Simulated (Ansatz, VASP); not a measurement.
# Two plane-wave programs on SiNi

```xyz
2
Lattice="0.0000 2.4913 2.4913 2.4913 0.0000 2.4913 2.4913 2.4913 0.0000" Properties=species:S:1:pos:R:3 pbc="T T T"
Ni    0.0000    0.0000    0.0000
Si    1.2457    1.2457    1.2457
```

Alike in both runs: functional PBE; k mesh 13 × 13 × 13; occupations fermi-dirac, width 0.05 eV; no spin polarisation.

Ansatz relaxed the structure, and its values are those at the end. VASP's run is a single point on that final structure, the one shown.

|  | VASP | Ansatz |
| --- | --- | --- |
| version | VASP 6.6.1 | Ansatz 0.2.0 |
| potentials or method | VASP PAW PBE potentials, release 64 (Ni, Si) | PAW with Ansatz's default frozen-core files, scalar-relativistic |
| plane-wave cutoff (eV) | 520 | 420 |
| valence electrons in the cell | 14 | 22 |

Ansatz gave:

```
pressure (GPa) : 12.0
```

Problem. Estimate VASP's values.

Solution. Pressure (GPa): 11.9.

The two sets of potentials don't hold the same shells in valence.

Spin polarisation is off, so any magnetic state and its effect on volume and gap are missing.
